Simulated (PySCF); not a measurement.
# Hf in PySCF: convergence with density cutoff

The system is Hf.

```
Hf
1.0
    -1.80500    1.80500    1.80500
     1.80500   -1.80500    1.80500
     1.80500    1.80500   -1.80500
Hf
1
Cartesian
  0.0000 0.0000 0.0000
```

This isn't the form of Hf at room conditions, which is hcp.

```yaml
Program: PySCF 2.14.0
Task: convergence study
Functional: BLYP
Potentials_or_basis: DZVP-MOLOPT-SR/GTH-PBE (potentials made for PBE)
k_mesh: 4 × 4 × 4
Occupations: fermi-dirac, width 0.05 eV
Spin: no spin polarisation
```

These are the settings of the first run; the series varies density cutoff, with any setting tied to it.

Hardware: 2 threads of Arm Neoverse V1 (shared host).

| density cutoff | energy less the tightest run, at zero smearing (meV/atom) | SCF cycles | CPU time (s) | peak memory (GiB) |
| --- | --- | --- | --- | --- |
| 12 Ha | 8002.06 | 5 | 36 | 0.48 |
| 20 Ha | 1752.30 | 5 | 40 | 0.47 |
| 28 Ha | 7.37 | 5 | 51 | 0.47 |
| 40 Ha | 30.66 | 5 | 59 | 0.52 |
| 52 Ha | 25.39 | 5 | 69 | 0.53 |
| 64 Ha | 15.10 | 4 | 74 | 0.47 |
| 80 Ha | 4.93 | 4 | 86 | 0.52 |
| 100 Ha | -2.68 | 4 | 120 | 0.75 |
| 120 Ha | 0.00 | 4 | 140 | 0.88 |

Not settled before the last step: the energy (to 1 meV/atom). The tightest run that finished is the yardstick and may itself not be fully converged.

Caveat, for the tightest run too: the k mesh is coarse (spacing up to 0.62 Å⁻¹), so the values aren't converged. The run has no spin-orbit coupling, so splittings on Hf are missing.
